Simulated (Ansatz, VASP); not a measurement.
**Two plane-wave programs on BN**

```
CELL_PARAMETERS angstrom
0.00000 2.06240 1.71924
1.71924 0.00000 1.71924
1.71924 2.06240 0.00000
ATOMIC_POSITIONS crystal
B 0.00000 0.00000 0.00000
N 0.75000 0.75000 0.75000
```

Alike in both runs: task single point; functional PBE; k mesh 12 × 12 × 12; occupations gaussian, width 0.05 eV; no spin polarisation.

```csv
,VASP,Ansatz
version,VASP 6.6.1,Ansatz 0.2.0
potentials or method,"VASP PAW PBE potentials, release 64 (B, N)","scalar-relativistic, plane waves, PAW"
plane-wave cutoff (eV),520,520
valence electrons in the cell,8,8
```

```tsv
	VASP	Ansatz	Ansatz less VASP
gap on the k mesh at the Fermi level (eV)	2.79	2.80	+0.011
least direct gap on the mesh (eV)	6.83	6.84	+0.009
pressure (GPa)	-7.8	-7.9	-0.12
largest component of the traceless stress (GPa)	90.14	90.09	-0.050
```

A k mesh can miss the band edges.
